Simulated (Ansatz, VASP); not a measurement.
# Mn in VASP and in Ansatz

File INCAR:

```
PREC = Accurate
ENCUT = 600
EDIFF = 1E-7
ISMEAR = -1
SIGMA = 0.1
LREAL = False
LASPH = True
NELM = 60
ALGO = Normal
ISIF = 3
LWAVE = False
LCHARG = False
GGA = B5
ALDAX = 1.0
AGGAX = 1.0
AGGAC = 1.0
ALDAC = 0.0
IBRION = 2
NSW = 80
EDIFFG = -0.01
```

KPOINTS

```
Automatic mesh
0
Gamma
  15 15 15
```

File POSCAR:

```
Mn
1.0
   -1.4321439648      1.4321439648      1.4321439648
    1.4321439648     -1.4321439648      1.4321439648
    1.4321439648      1.4321439648     -1.4321439648
Mn
1
Direct
    0.0000000000      0.0000000000      0.0000000000
```

Input for Ansatz:

```yaml
crystal:
  lattice:
    - [-1.4321439648, 1.4321439648, 1.4321439648]
    - [1.4321439648, -1.4321439648, 1.4321439648]
    - [1.4321439648, 1.4321439648, -1.4321439648]
  atoms:
    - { symbol: Mn, position: [0.0, 0.0, 0.0] }
hamiltonian:
  xc: blyp
  pseudopotentials:
    kind: paw
    azcp:
      Mn: "pseudopotentials/Mn.paw.azcp"
basis:
  ecutwfc: 420
  fft_grid_basis: typed
kpoints:
  mp_grid: { grid: [15, 15, 15], shift: [0, 0, 0] }
magnetization:
  spin_polarized: false
scf:
  occupations: { method: fermi_dirac, width: 0.1 }
relax:
  max_steps: 60
  f_tol: 0.01
  cell: {}
```

The cell was built by a generator and needn't be a form met in nature.

Alike in both runs: task relaxation of cell and atoms; functional BLYP; k mesh 15 × 15 × 15; occupations fermi-dirac, width 0.1 eV; no spin polarisation.

|  | VASP | Ansatz |
| --- | --- | --- |
| version | VASP 6.6.1 | Ansatz 0.2.0 |
| potentials or method | VASP PAW PBE potentials, release 64 (Mn_pv) | plane waves (420 eV) with PAW, scalar-relativistic |
| plane-wave cutoff (eV) | 600 | 420 |
| valence electrons in the cell | 13 | 15 |

```tsv
	VASP	Ansatz	Ansatz less VASP
relaxed volume (Å³/atom)	11.21	11.21	+0.005
relaxed cell length with the largest relative difference (Å)	2.442	2.442	+0.0003
energy change over the relaxation (meV/atom)	-18	-18	+0.1
```

The two sets of potentials don't hold the same shells in valence.

Caveats: the PAW data sets were made with another functional, which shifts forces and pressure a little (VASP); the run has no spin polarisation, though such a crystal can be magnetic. Spin polarisation is off, so any magnetic state and its effect on volume and gap are missing.
